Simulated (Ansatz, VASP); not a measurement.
# HfC (zincblende type (invented)): VASP beside Ansatz, part 3 of 3

One calculation is typed for both programs; each brings its own data sets. How far apart do they land? The cell is generated by rule, not measured, and may not be a known phase. The cell is taken from a series of runs on this material, whose earlier steps may have relaxed, scaled, displaced or heated it; both programs get it as it stands.

VASP 6.6.1 and Ansatz 0.2.0.

So far: Starting point; Ansatz: zone-centre phonons, PBE; VASP: zone-centre phonons, PBE.

## Step 3: VASP: zone-centre phonons, PBE (continued)

Level of this step: PBE; plane waves and PAW (Hf_pv, C); invented cell (VASP).

Numbers of over 12 decimals in the logs are rounded to 6 here.

OUTCAR, selected parts (step 3):

```text
ion  position               nearest neighbor table
   1  0.000  0.000  0.000-   2 2.18   2 2.18   2 2.18   2 2.18
   2  0.750  0.750  0.750-   1 2.18   1 2.18   1 2.18   1 2.18

  LATTYP: Found a face centered cubic cell.
 ALAT       =     5.0441996528

 Subroutine GETGRP returns: Found 24 space group operations
 (whereof 24 operations were pure point group operations)

The static configuration has the point symmetry T_d .

 Found     72 irreducible k-points:

   k-points           NKPTS =     72   k-points in BZ     NKDIM =     72   number of bands    NBANDS=     13

   dimension x,y,z NGX =    28 NGY =   28 NGZ =   28
   dimension x,y,z NGXF=    56 NGYF=   56 NGZF=   56

   ENCUT  =  600.0 eV  44.10 Ry    6.64 a.u.   7.12  7.12  7.12*2*pi/ulx,y,z

   NELECT =      14.0000    total number of electrons

 k-points in reciprocal lattice and weights: Automatic mesh
   0.00000000  0.00000000  0.00000000       0.001
   0.08333333  0.00000000  0.00000000       0.005
   0.16666667  0.00000000  0.00000000       0.005
   0.25000000  0.00000000  0.00000000       0.005
   0.33333333  0.00000000  0.00000000       0.005
   0.41666667  0.00000000  0.00000000       0.005
   0.50000000  0.00000000  0.00000000       0.002
   0.08333333  0.08333333  0.00000000       0.003
   0.16666667  0.08333333  0.00000000       0.014
[...]
-0.33333333  0.50000000  0.16666667       0.007
  -0.25000000  0.50000000  0.25000000       0.003

 average (electrostatic) potential at core
       1 -37.8077       2 -48.9982

  Total       -0.0873035     -0.0873035     -0.0873035      0.0000000      0.0000000      0.0000000
  in kB       -4.3593888     -4.3593888     -4.3593888      0.0000000      0.0000000      0.0000000
  external PRESSURE =      -4.3593888 kB  Pullay stress =       0.0000000 kB

  energy-cutoff  :      600.00
  volume of cell :       32.09
      direct lattice vectors                 reciprocal lattice vectors
     0.000000000  2.522099826  2.522099826    -0.198247506  0.198247506  0.198247506
     2.522099826  0.000000000  2.522099826     0.198247506 -0.198247506  0.198247506
     2.522099826  2.522099826  0.000000000     0.198247506  0.198247506 -0.198247506

 POSITION                                       TOTAL-FORCE (eV/Angst)
 -----------------------------------------------------------------------------------
      0.00000      0.00000      0.00000         0.000000      0.000000      0.000000
      3.78315      3.78315      3.78315        -0.000000     -0.000000     -0.000000
 -----------------------------------------------------------------------------------
    total drift:                                0.000000      0.000000     -0.000000

 MACROSCOPIC STATIC DIELECTRIC TENSOR (including local field effects in DFT)
 ------------------------------------------------------
          16.311612    -0.000000     0.000000
          -0.000000    16.311612     0.000000
           0.000000    -0.000000    16.311612
 ------------------------------------------------------

 PIEZOELECTRIC TENSOR (including local field effects)  for field in x, y, z        (C/m^2)
          XX          YY          ZZ          XY          YZ          ZX
  --------------------------------------------------------------------------------
  x     0.00000    -0.00000     0.00000     0.00000     1.74708     0.00000
  y     0.00000    -0.00000     0.00000     0.00000     0.00000     1.74708
  z     0.00000     0.00000    -0.00000     1.74708     0.00000     0.00000

 BORN EFFECTIVE CHARGES (including local field effects) (in |e|, cummulative output)
 ---------------------------------------------------------------------------------
 ion    1
    1     4.07201    -0.00000     0.00000
    2    -0.00000     4.07201     0.00000
    3    -0.00000    -0.00000     4.07201
 ion    2
    1    -4.07201     0.00000    -0.00000
    2     0.00000    -4.07201    -0.00000
    3     0.00000     0.00000    -4.07201

 Eigenvectors and eigenvalues of the dynamical matrix
 ----------------------------------------------------

   1 f  =   16.255329 THz   102.135246 2PiTHz  542.219419 cm-1    67.226610 meV
             X         Y         Z           dx          dy          dz
      0.000000  0.000000  0.000000     0.000000    0.000000   -0.251107
      3.783150  3.783150  3.783150     0.000000    0.000000    0.967959

   2 f  =   16.255329 THz   102.135246 2PiTHz  542.219419 cm-1    67.226610 meV
             X         Y         Z           dx          dy          dz
      0.000000  0.000000  0.000000    -0.128038   -0.216012   -0.000000
      3.783150  3.783150  3.783150     0.493555    0.832676   -0.000000

   3 f  =   16.255329 THz   102.135246 2PiTHz  542.219419 cm-1    67.226610 meV
             X         Y         Z           dx          dy          dz
      0.000000  0.000000  0.000000     0.216012   -0.128038   -0.000000
      3.783150  3.783150  3.783150    -0.832676    0.493555   -0.000000

   4 f/i=    0.000178 THz     0.001116 2PiTHz    0.005926 cm-1     0.000735 meV
             X         Y         Z           dx          dy          dz
      0.000000  0.000000  0.000000    -0.096708   -0.275239    0.922950
      3.783150  3.783150  3.783150    -0.025088   -0.071402    0.239431

   5 f/i=    0.000178 THz     0.001116 2PiTHz    0.005926 cm-1     0.000735 meV
             X         Y         Z           dx          dy          dz
      0.000000  0.000000  0.000000     0.916189    0.259725    0.173453
      3.783150  3.783150  3.783150     0.237677    0.067378    0.044997

   6 f/i=    0.000178 THz     0.001116 2PiTHz    0.005926 cm-1     0.000735 meV
             X         Y         Z           dx          dy          dz
      0.000000  0.000000  0.000000    -0.296969    0.890916    0.234569
      3.783150  3.783150  3.783150    -0.077040    0.231121    0.060852

 MACROSCOPIC STATIC DIELECTRIC TENSOR IONIC CONTRIBUTION
 ------------------------------------------------------
           7.685369    -0.000000    -0.000000
          -0.000000     7.685369    -0.000000
          -0.000000    -0.000000     7.685369
 ------------------------------------------------------

 ELASTIC MODULI CONTR FROM IONIC RELAXATION (kBar)
 Direction    XX          YY          ZZ          XY          YZ          ZX
 --------------------------------------------------------------------------------
 XX          -0.0000      0.0000      0.0000     -0.0000     -0.0000      0.0000
 YY           0.0000     -0.0000      0.0000     -0.0000      0.0000     -0.0000
 ZZ           0.0000      0.0000     -0.0000      0.0000     -0.0000     -0.0000
 XY          -0.0000     -0.0000      0.0000   -407.9704      0.0000      0.0000
 YZ          -0.0000      0.0000     -0.0000      0.0000   -407.9704      0.0000
 ZX           0.0000     -0.0000     -0.0000      0.0000      0.0000   -407.9704
 --------------------------------------------------------------------------------

 PIEZOELECTRIC TENSOR IONIC CONTR  for field in x, y, z        (C/m^2)
          XX          YY          ZZ          XY          YZ          ZX
  --------------------------------------------------------------------------------
  x    -0.00000     0.00000    -0.00000    -0.00000    -1.66617     0.00000
  y     0.00000    -0.00000    -0.00000    -0.00000     0.00000    -1.66617
  z    -0.00000    -0.00000     0.00000    -1.66617     0.00000     0.00000
```

With a direct gap this small, the dielectric response converges slowly with the mesh, so tensor and charges are uncertain; a mesh that holds the point of the least gap tends to give too large a tensor.

## Step 4: Comparison

Known differences besides the potentials themselves: fixed occupations in Ansatz, narrow Gaussian smearing in VASP; VASP's response is taken on the typed mesh, Ansatz refines its own for the field response alone; the data sets hold 30 valence electrons in Ansatz (on its default PAW (the set named soft_2) files) and 14 in VASP; the cutoff is 420 eV in Ansatz and 600 eV in VASP; VASP's log repeats an internal error in its field response. Total energies have different zeros and are not compared.

Both answers:

| quantity | Ansatz | VASP | difference |
| --- | --- | --- | --- |
| ε∞ xx | 17.36 | 16.31 | +6.43 % |
| ε∞ yy | 17.36 | 16.31 | +6.43 % |
| ε∞ zz | 17.36 | 16.31 | +6.43 % |
| Born charge of Hf1 (mean of the diagonal) (e) | 4.09 | 4.07 | +0.02 |
| Born charge of C2 (mean of the diagonal) (e) | -4.09 | -4.07 | -0.02 |
| optical mode 1 to 3 (cm⁻¹) | 540.7 | 542.2 | -0.28 % |

Modes are paired by rising frequency, not by their patterns, so a pair may set unlike modes beside each other; they are those without the splitting of longitudinal modes.

## Step 5: What the set-up changes

Further runs change the set-up of one program: Ansatz's method, potentials or start, or VASP's data sets, cutoff or form of LDA. The table gives Ansatz less VASP for each quantity, since a change that brings one quantity closer may part another.

| run | ε∞ xx (%) | ε∞ yy (%) | ε∞ zz (%) | optical mode 1 to 3 (%) | Born charge of Hf1 (mean of the diagonal) (e) | Born charge of C2 (mean of the diagonal) (e) |
| --- | --- | --- | --- | --- | --- | --- |
| as above | 6.4 | 6.4 | 6.4 | -0.28 | 0.016 | -0.016 |
| VASP with the data sets Hf_sv and C | 6.0 | 6.0 | 6.0 | -0.29 | 0.0041 | -0.0041 |

## Step 6: Summary of results

- difference in ε∞ xx (zone-centre phonons, PBE): 6.4 %

What this shows: The difference in ε∞ xx is 6.4 % (zone-centre phonons, PBE), beyond the 5 % picked in this series as the mark of a large difference. The data sets hold unlike numbers of valence electrons (30 in Ansatz and 14 in VASP), so part of the differences comes from the potentials. Zone-centre phonons, PBE, VASP with the data sets Hf_sv and C: the difference in Born charge of Hf1 (mean of the diagonal) goes from 0.016 to 0.0041 e; the difference in Born charge of C2 (mean of the diagonal) goes from -0.016 to -0.0041 e. Such differences can come from data sets, numerical settings and the points named under the comparisons, not from the functional's error against experiment.

[Lines on the potential files, build, host, timing and source positions are cut from VASP's logs without a mark.]

[Logs are printed without paths, hosts, clocks, repeated set-up lines and the standing remarks that a program may print on its own settings, such as how far it seeks lower states.]

[Hosts, paths, dates, database ids (printed as entryN), source tags and the programs' standing remarks are cut or masked in the printed files.]
